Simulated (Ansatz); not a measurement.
Crystal: Co.

```xyz
2
Lattice="2.4720 0.0000 0.0000 -1.2360 2.1408 0.0000 0.0000 0.0000 4.0211" Properties=species:S:1:pos:R:3 pbc="T T T"
Co    1.2360    0.7136    3.0159
Co    0.0000    1.4272    1.0053
```

Base run:

```yaml
Program: Ansatz 0.2.0
Functional: PBEsol
Potentials_or_basis: all-electron LAPW, scalar-relativistic
Cutoff: 315 eV
Density_cutoff: 1261 eV
Basis_error_allowed: 0.001 eV/atom
k_mesh: 12 × 12 × 7
Occupations: fermi-dirac, width 0.05 eV
Spin: collinear spin, ferromagnetic start
Starting_moments: "[2.0, 2.0] μB"
```

Its results: pressure -5.8 GPa; net moment 3.20 μB per cell; site moments Co +1.65 μB.

Q: The run is repeated on the same cell with these changes: functional from PBEsol to PBE. What comes out?

A: Pressure 4.6 GPa; net moment 3.21 μB per cell; site moments Co +1.66 μB.

PBE binds less tightly than PBEsol, so the same cell stands under more pressure.

Not every run made on this cell is shown here.
